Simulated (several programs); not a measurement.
# What each method gives for Se (R-3)

Se (R-3) from a database structure, relaxed with r2SCAN+rVV10 in Ansatz, was computed with several methods. The symmetry is R-3 (No. 148, trigonal); conventional cell a = 11.249 Å, c = 4.466 Å, 27.19 Å³ an atom. Around Se lie 2 Se at 2.37 Å. Calculated for a static, non-magnetic cell.

```
Se
1.0
     5.62475    3.24745    1.48853
    -5.62475    3.24745    1.48853
     0.00000   -6.49490    1.48853
Se
6
Direct
  0.83930 0.71504 0.08414
  0.71504 0.08414 0.83930
  0.08414 0.83930 0.71504
  0.16070 0.28496 0.91586
  0.28496 0.91586 0.16070
  0.91586 0.16070 0.28496
```

Gaps and times are for a single point on this cell; volume and bulk modulus come from each method's own relaxation or energy curve at fixed shape, which is too stiff where a cell has free coordinates or axes. Times are rough, from shared hosts (Arm Neoverse V1; Arm Neoverse V2), and each method has its own mesh and cell size. A double dagger marks a value from a curve with shape and coordinates held. A star marks a curve whose lowest point is an end point. PM6 (MOPAC), PM7 (MOPAC), GFN1-xTB (tblite), GFN2-xTB (tblite) treat a cluster of cells at its zone centre, which samples few k points: where these miss a band edge, the gap comes out too large for that reason alone. Gaps from k meshes are read at a limited set of points (mesh, symmetry points, PBE's band edges), so each method's own least gap may be somewhat smaller. Force fields have no electrons; where one was fitted to this phase, its volume and modulus reflect the fit. xTB and the PM methods were fitted mostly to molecules, and can miss a solid's gap by electronvolts. Minimal bases can be far off for gaps. Times of the plane-wave rungs are withheld (a dash), since they come from other jobs, hosts and meshes; the meshes of hybrids and Hartree-Fock don't converge their gaps to the digits shown. Curves at held shape can't give the bulk modulus of a layered or molecular crystal, so none is listed. GLLB-SC's gap includes the derivative discontinuity. d marks a direct gap, i an indirect one (no mark: not told apart), a dash a value that wasn't computed or didn't pass its checks.

| method | kind | gap (eV) | own volume (Å³/atom) | bulk modulus (GPa) | atoms computed | processor time |
| --- | --- | --- | --- | --- | --- | --- |
| PBE-D3(BJ) | semilocal | – | 25.17 | – | 6 | – |
| r2SCAN+rVV10 | semilocal | – | 27.19 | – | 6 | – |
| PBE-D4 | semilocal | – | 25.00 | – | 6 | – |
| CdTeZnSeHgS0.sw (LAMMPS) | force field | – | – | – | 6 | 0.12 s |
| CdTeSe.bop.table (LAMMPS) | force field | – | – | – | 6 | 0.14 s |
| GFN1-xTB (tblite) | tight binding | 2.11 | 24.87‡ | – | cluster | 0.98 s |
| PM6 (MOPAC) | semi-empirical | 4.70 | – | – | cluster | 1.2 s |
| PM7 (MOPAC) | semi-empirical | 4.33 | 30.32*‡ | – | cluster | 1.4 s |
| GFN2-xTB (tblite) | tight binding | 2.25 | – | – | cluster | 2.1 s |
| light PBE (260 eV, its own mesh) | light plane-wave | 1.15 i | – | – | 6 | 2.2 s |
| PBE/SZV (CP2K) | small basis | 1.20 i | – | – | 6 | 9.2 s |
| PBE/DZVP (CP2K) | small basis | 1.11 i | 28.81‡ | – | 6 | 17 s |
| PBE | semilocal | 1.16 i | – | – | 6 | – |
| LDA | semilocal | 1.03 i | – | – | 6 | – |
| r2SCAN | semilocal | 1.44 i | – | – | 6 | – |
| GLLB-SC (GPAW) | model potential | 2.11 | – | – | 6 | 72 s |
| PBE+SOC | semilocal | 1.15 i | – | – | 6 | – |
| LC-ωPBE | hybrid | 6.99 i | – | – | 6 | – |
| PBE0 | hybrid | 2.72 i | – | – | 6 | – |
| HSE06 | hybrid | 2.03 i | – | – | 6 | – |
| DDH-PBE0 | hybrid | 1.68 i | – | – | 6 | – |

Against HSE06 (2.03 eV) the nearest gap at the points sampled is that of GLLB-SC (GPAW) (+0.08 eV) and the farthest that of LC-ωPBE (+4.96 eV). HSE06 is only a yardstick of convenience, and nearness to it can be luck.

Runs without a result: CdTeSe.bop.table (LAMMPS) (relaxation), CdTeZnSeHgS0.sw (LAMMPS) (relaxation).

Only the rows marked +SOC include spin-orbit coupling.
